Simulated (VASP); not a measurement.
TiH2: single point with HSE06

The system is TiH2.

```
Ti H
1.0
    -1.58858    1.58858    2.06987
     1.58858   -1.58858    2.06987
     1.58858    1.58858   -2.06987
Ti H
1 2
Cartesian
  0.0000 0.0000 0.0000
  1.5886 0.0000 1.0349
  0.0000 1.5886 1.0349
```

The cell comes from a database or a generator and needn't be the stable form of this composition.

```yaml
Program: VASP 6.6.1
Task: single point
Functional: HSE06
Potentials_or_basis: VASP PAW PBE potentials, release 64 (Ti_sv, H)
Cutoff: 520 eV
k_mesh: 8 × 8 × 8
Occupations: gaussian, width 0.1 eV
Spin: no spin polarisation
Grid_for_exact_exchange_PRECFOCK: Fast
Screening_parameter: 0.2 1/A
Further_INCAR_settings: ALGO = Normal; EDIFF = 1e-07
```

The pressure is 0.2 GPa. The band gap on the k mesh is none (metal or under the smearing width).

Stress tensor (GPa, compression positive):
```
 1.73  0.00  0.00
 0.00  1.73  0.00
 0.00  0.00 -2.78
```

Levels at points of the mesh, in eV from the Fermi level:
| k point | band 3 | band 4 | band 5 | band 6 | band 7 | band 8 | band 9 | band 10 | band 11 |
| --- | --- | --- | --- | --- | --- | --- | --- | --- | --- |
| (0.00, 0.00, 0.00) | -36.66 | -36.66 | -12.57 | -0.42 | -0.42 | 0.27 | 0.54 | 1.38 | 2.45 |
| (0.50, 0.00, 0.00) | -36.74 | -36.70 | -8.85 | -6.45 | -0.78 | 0.48 | 2.99 | 3.11 | 5.85 |
| (0.50, 0.50, 0.00) | -36.86 | -36.76 | -7.00 | -6.92 | -4.06 | 3.10 | 3.16 | 3.41 | 7.71 |
| (0.50, 0.50, 0.50) | -36.86 | -36.86 | -7.74 | -5.64 | -3.75 | 2.92 | 3.20 | 3.20 | 7.42 |

It took 63 min on 1 thread of Intel(R) Xeon(R) Platinum 8488C (Sapphire Rapids) (shared host), peak memory 0.27 GiB.

Caveat: the PAW data sets were made with another functional, which shifts forces and pressure a little.
